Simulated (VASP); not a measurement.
# Sr (P6_3/mmc) in VASP: a series of runs, part 2 of 2

VASP 6.6.1. Earlier steps stand in the parts before.

## (5) Single point, PBE

INCAR

```
SYSTEM = Sr
  ADDGRID = .False.
  ALGO = Normal
  EDIFF = 1E-6
  ENCUT = 250
  GGA = PE
  ISIF = 2
  ISMEAR = 0
  LASPH = .True.
  LCHARG = .False.
  LREAL = .False.
  LWAVE = .False.
  NBANDS = 17
  NELM = 100
  PREC = Accurate
  SIGMA = 0.15
```

KPOINTS

```
k-points
0
Gamma
  4 4 3
  0 0 0
```

POSCAR

```
Sr
1.0
    4.3100000000      0.0000000000      0.0000000000
   -2.1550000000      3.7325694903      0.0000000000
    0.0000000000      0.0000000000      7.0500000000
Sr
2
Direct
    0.6432960000      0.3178180000      0.7464440000
    0.3199860000      0.6535770000      0.2508690000
```

Potentials or basis: VASP PAW PBE potentials, release 64 (Sr_sv).

Launch:

```sh
$ cat potpaw_PBE.64/Sr_sv/POTCAR > POTCAR
$ mpirun -np 1 vasp_std > vasp.out
```

OUTCAR:

```text
SYSTEM = Sr
   EDIFF = 1E-6
   ENCUT = 250
   GGA = PE
   ISIF = 2
   ISMEAR = 0
   LASPH = .True.
   LREAL = .False.
   NELM = 100
   PREC = Accurate

 Found     26 irreducible k-points:

 Following reciprocal coordinates:
            Coordinates               Weight
  0.000000  0.000000  0.000000      1.000000
  0.250000  0.000000  0.000000      2.000000
  0.000000  0.250000  0.000000      2.000000
 -0.250000  0.250000  0.000000      2.000000
  0.500000  0.000000  0.000000      1.000000
  0.000000  0.500000  0.000000      1.000000
   k-points           NKPTS =     26   k-points in BZ     NKDIM =     26   number of bands    NBANDS=     17
   number of dos      NEDOS =    301   number of ions     NIONS =      2
   total plane-waves  NPLWV =  20736
   dimension x,y,z NGX =    24 NGY =   24 NGZ =   36
   dimension x,y,z NGXF=    48 NGYF=   48 NGZF=   72
   ions per type =               2
   NGX,Y,Z   is equivalent  to a cutoff of   9.26,  9.26,  8.49 a.u.
   NGXF,Y,Z  is equivalent  to a cutoff of  18.51, 18.51, 16.98 a.u.
 SYSTEM =  Sr
   PREC   = accura    normal or accurate (medium, high low for compatibility)
   ISTART =      0    job   : 0-new  1-cont  2-samecut
   ICHARG =      2    charge: 1-file 2-atom 10-const
   ISPIN  =      1    spin polarized calculation?
   LNONCOLLINEAR =      F non collinear calculations
   LSORBIT =      F    spin-orbit coupling
   LASPH  =      T    aspherical Exc in radial PAW
   ENCUT  =  250.0 eV  18.37 Ry    4.29 a.u.   5.56  5.56  9.09*2*pi/ulx,y,z
   NELM   =    100;   NELMIN=  2; NELMDL= -5     # of ELM steps
   EDIFF  = 0.1E-05   stopping-criterion for ELM
   LREAL  =      F    real-space projection
   EDIFFG = 0.1E-04   stopping-criterion for IOM
   NSW    =      0    number of steps for IOM
   IBRION =     -1    ionic relax: 0-MD 1-quasi-New 2-CG
   NFREE  =      0    steps in history (QN), initial steepest desc. (CG)
   ISIF   =      2    stress and relaxation
   ISYM   =      2    0-nonsym 1-usesym 2-fastsym
   POTIM  = 0.5000    time-step for ionic-motion
   TEBEG  =    0.0;   TEEND  =   0.0 temperature during run
   PSTRESS=    0.0 pullay stress
   NELECT =      20.0000    total number of electrons
   NUPDOWN=      -1.0000    fix difference up-down
   EMIN   =  10.00;   EMAX   =-10.00  energy-range for DOS
   EFERMI =   0.00;   METHOD = LEGACY
   ISMEAR =     0;   SIGMA  =   0.15  broadening in eV -4-tet -1-fermi 0-gaus
   EFERMI_NEDOS =   21; number of points for ismear=-14 and -15
   IALGO  =     38    algorithm
   IMIX   =      4    mixing-type and parameters
     AMIX     =   0.40;   BMIX     =  1.00
     AMIX_MAG =   1.60;   BMIX_MAG =  1.00
  volume/ion in A,a.u.               =      56.71       382.68
  Fermi-wavevector in a.u.,A,eV,Ry     =   0.918037  1.734838 11.466874  0.842791
  Thomas-Fermi vector in A             =   2.043073
   LORBIT       =      0    0 simple, 1 ext, 2 COOP (PROOUT), +10 PAW based schemes
   GGA     = PE    functional components
   LHFCALC =     F    Hartree Fock is set to
   AEXX    =    0.0000 exact exchange contribution
   IVDW    =     0    specifies the selected vdW correction
   LEPSILON=     F    determine dielectric tensor
   LRPA    =     F    only Hartree local field effects (RPA)
 non-spin polarized calculation
 Gauss-broadening in eV      SIGMA  =   0.15
  energy-cutoff  :      250.00
  volume of cell :      113.42
 maximum number of plane-waves:      1039
 NGX is ok and might be reduce to    24
   NGX = 11   NGY = 11   NGZ = 19

 number of electron      20.0000001 magnetization

 Free energy of the ion-electron system (eV)
  ---------------------------------------------------
  ext. energy  EPLUGINS =         0.00000000
  ---------------------------------------------------
  free energy    TOTEN  =        -3.31589260 eV

  energy without entropy =       -3.28772764  energy(sigma->0) =       -3.30181012

 E-fermi :   1.4999     XC(G=0):  -7.2609

 val. band max:        1.4851389004   @ k =  -0.2500   0.2500   0.0000
 cond. band min:       1.5017750456   @ k =   0.0000   0.0000   0.0000
 fundamental gap:      0.0166361451
 Fermi energy:         1.4999487627

 k-point     1 :       0.0000    0.0000    0.0000
  band No.  band energies     occupation
      1     -35.2004      2.00000
      2     -35.1885      2.00000
      3     -17.2545      2.00000
      4     -17.1193      2.00000
      5     -17.1160      2.00000
      6     -17.0944      2.00000
[... 9 lines left out ...]
     16       4.1531      0.00000
     17       4.6266      0.00000

 k-point     2 :       0.2500    0.0000    0.0000
  band No.  band energies     occupation
      1     -35.1949      2.00000
      2     -35.1859      2.00000
      3     -17.2235      2.00000
      4     -17.1836      2.00000
      5     -17.1606      2.00000
      6     -17.1395      2.00000
[... 9 lines left out ...]
     16       4.5050      0.00000
     17       4.5159      0.00000

 k-point     3 :       0.0000    0.2500    0.0000
  band No.  band energies     occupation
      1     -35.1948      2.00000
      2     -35.1860      2.00000
      3     -17.2226      2.00000
      4     -17.1851      2.00000
      5     -17.1614      2.00000
      6     -17.1378      2.00000
[... 9 lines left out ...]
     16       4.5071      0.00000
     17       4.5357      0.00000

 k-point     4 :      -0.2500    0.2500    0.0000
  band No.  band energies     occupation
      1     -35.1948      2.00000
      2     -35.1861      2.00000
      3     -17.2222      2.00000
      4     -17.1856      2.00000
      5     -17.1617      2.00000
      6     -17.1372      2.00000
[... 9 lines left out ...]
     16       4.5144      0.00000
     17       4.5386      0.00000

 k-point     5 :       0.5000    0.0000    0.0000
  band No.  band energies     occupation
      1     -35.1887      2.00000
      2     -35.1842      2.00000
      3     -17.2518      2.00000
      4     -17.2246      2.00000
      5     -17.1805      2.00000
      6     -17.1588      2.00000
[... 9 lines left out ...]
     16       5.6324      0.00000
     17       6.2153      0.00000

 k-point     6 :       0.0000    0.5000    0.0000
  band No.  band energies     occupation
      1     -35.1883      2.00000
      2     -35.1845      2.00000
      3     -17.2527      2.00000
      4     -17.2261      2.00000
      5     -17.1762      2.00000
      6     -17.1573      2.00000
[... 9 lines left out ...]
     16       5.6894      0.00000
     17       6.2081      0.00000

 [... further k-points ...]

------------------------ aborting loop because EDIFF is reached ----------------------------------------

  FORCE on cell =-STRESS in cart. coord.  units (eV):
  Direction    XX          YY          ZZ          XY          YZ          ZX
  --------------------------------------------------------------------------------------
  -------------------------------------------------------------------------------------
  Total       -0.5196339     -0.5067584      0.0847351     -0.0270945      0.0003853      0.0017348
  in kB       -7.3406377     -7.1587512      1.1970152     -0.3827519      0.0054423      0.0245063
  external PRESSURE =      -4.4341246 kB  Pullay stress =       0.0000000 kB

 VOLUME and BASIS-vectors are now :
 -----------------------------------------------------------------------------
  energy-cutoff  :      250.00
  volume of cell :      113.42
      direct lattice vectors                 reciprocal lattice vectors
     4.310000000  0.000000000  0.000000000     0.232018561  0.133955979  0.000000000
    -2.155000000  3.732569490  0.000000000     0.000000000  0.267911958  0.000000000
     0.000000000  0.000000000  7.050000000     0.000000000  0.000000000  0.141843972

 POSITION                                       TOTAL-FORCE (eV/Angst)
 -----------------------------------------------------------------------------------
      2.08771      1.18628      5.26243         0.009406      0.001797      0.046255
     -0.02932      2.43952      1.76863        -0.009406     -0.001797     -0.046255
 -----------------------------------------------------------------------------------
    total drift:                               -0.000000     -0.000005     -0.000003

  FREE ENERGIE OF THE ION-ELECTRON SYSTEM (eV)
  ---------------------------------------------------
  free  energy   TOTEN  =        -3.3158925962 eV

  energy  without entropy=       -3.2877276365  energy(sigma->0) =       -3.30181012
```

OSZICAR:

```text
N       E                     dE             d eps       ncg     rms          rms(c)
DAV:   1     0.614824717444E+02    0.61482E+02   -0.70745E+03  1068   0.573E+02
DAV:   2     0.326045374882E+01   -0.58222E+02   -0.57189E+02  1141   0.159E+02
DAV:   3    -0.323282373417E+01   -0.64933E+01   -0.64691E+01  1668   0.306E+01
DAV:   4    -0.331104848604E+01   -0.78225E-01   -0.78196E-01  1183   0.360E+00
DAV:   5    -0.331234048786E+01   -0.12920E-02   -0.12919E-02  1350   0.359E-01    0.166E+01
DAV:   6    -0.331293810890E+01   -0.59762E-03   -0.15124E-02  1144   0.110E+00    0.928E+00
DAV:   7    -0.331574154845E+01   -0.28034E-02   -0.21551E-02  1069   0.131E+00    0.421E-01
DAV:   8    -0.331579066329E+01   -0.49115E-04   -0.34171E-03  1536   0.256E-01    0.132E-01
DAV:   9    -0.331585219183E+01   -0.61529E-04   -0.16518E-04  1288   0.516E-02    0.480E-02
DAV:  10    -0.331588949806E+01   -0.37306E-04   -0.11563E-05  1104   0.207E-02    0.246E-02
DAV:  11    -0.331589299632E+01   -0.34983E-05   -0.10486E-06   960   0.728E-03    0.262E-03
DAV:  12    -0.331589259620E+01    0.40012E-06   -0.30900E-07   664   0.345E-03
   1 F= -.33158926E+01 E0= -.33018101E+01  d E =-.281650E-01
```

stdout:

```text
POSCAR found type information on POSCAR Sr
 POSCAR found :  1 types and       2 ions
 scaLAPACK will be used
 LDA part: xc-table for (Slater+PW92), standard interpolation
 POSCAR, INCAR and KPOINTS ok, starting setup
 FFT: planning ... GRIDC
 FFT: planning ... GRID_SOFT
 FFT: planning ... GRID
 WAVECAR not read
 entering main loop
```

Run time: 5.9 s. Hardware: 1 thread of Intel Xeon 6975P-C (Granite Rapids), shared host; peak memory 0.15 GiB.

These settings aren't checked as converged: the numbers below hold their error.

What came out:

```
Free energy            : -3.3159 eV
Largest force          : 0.047 eV/Å
Band gap on the k mesh : none (metal or under the smearing width)
```

Caveat: the k mesh is coarse (spacing up to 0.42 Å⁻¹), so the values aren't converged; the cutoff is under 1.25 times the usual one of these potentials, so pressure, stress and relaxed cells hold a basis-set (Pulay) error.

## (6) Single point, PBE

INCAR, as its differences from that of step 5:

```diff
@@ -4,3 +4,3 @@
   EDIFF = 1E-6
-  ENCUT = 250
+  ENCUT = 500
   GGA = PE
```

KPOINTS

```
k-points
0
Gamma
  3 3 2
  0 0 0
```

POSCAR

```
Sr
1.0
    4.3100000000      0.0000000000      0.0000000000
   -2.1550000000      3.7325694903      0.0000000000
    0.0000000000      0.0000000000      7.0500000000
Sr
2
Direct
    0.6666666667      0.3333333333      0.7500000000
    0.3333333333      0.6666666667      0.2500000000
```

Potentials or basis: VASP PAW PBE potentials, release 64 (Sr_sv).

Launch:

```sh
$ cat potpaw_PBE.64/Sr_sv/POTCAR > POTCAR
$ mpirun -np 1 vasp_std > vasp.out
```

Run time: 5.4 s. Hardware: 1 thread of Intel Xeon 6975P-C (Granite Rapids), shared host; peak memory 0.21 GiB.

These settings aren't checked as converged: the numbers below hold their error.

Results:

```
Free energy            : -3.0580 eV
Pressure               : -0.3 GPa
Band gap on the k mesh : none (metal or under the smearing width)
```

Caveat: the k mesh is coarse (spacing up to 0.56 Å⁻¹), so the values aren't converged.

## (7) The reference run

An earlier run on the cell as given: functional PBE; potentials or basis VASP PAW PBE potentials, release 64 (Sr_sv); cutoff 520 eV; k mesh 7 × 7 × 4; occupations fermi-dirac, width 0.05 eV; no spin polarisation.

- Pressure: -0.3 GPa
- Band gap on the k mesh: none (metal or under the smearing width)
